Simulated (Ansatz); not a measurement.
MnS:

```xyz
2
Lattice="0.0000 2.6045 2.6045 2.6045 0.0000 2.6045 2.6045 2.6045 0.0000" Properties=species:S:1:pos:R:3 pbc="T T T"
Mn    0.0000    0.0000    0.0000
S     2.6045    2.6045    2.6045
```

Base run:

```yaml
Program: Ansatz 0.2.0
Functional: PBEsol
Potentials_or_basis: Ansatz PAW
Cutoff: "420 eV (not typed: the program's choice for these potentials)"
k_mesh: 9 × 9 × 9
Occupations: fermi-dirac, width 0.05 eV
Spin: collinear spin, ferromagnetic start
Starting_moments: "[4.0, 0.0] μB"
Hubbard_terms: Mn d U = 5 eV
```

Its results: band gap on the k mesh 1.01 eV, indirect (least direct gap 2.95 eV); pressure 2.2 GPa; net moment 5.00 μB per cell; site moments Mn +4.52; S +0.09 μB.

Task: The run is repeated on the same cell with these changes: hubbard terms from Mn d U = 5 eV to Mn d U = 1 eV. What comes out?

Result: Band gap on the k mesh none (metal or under the smearing width); pressure -3.9 GPa; net moment 4.87 μB per cell; site moments Mn +4.33; S +0.16 μB.

Caveats: the magnetic or orbital state may not be the lowest; a cell with one magnetic atom can't hold antiferromagnetic order, which such compounds often take; the PAW data sets come from PBE, with cores solved anew for the run's functional, which leaves a small shift of forces and pressure; odd divisions of the mesh miss points on the zone boundary, where band edges often lie, so the gap on the mesh can be too wide (some runs).

A k mesh can miss the band edges.
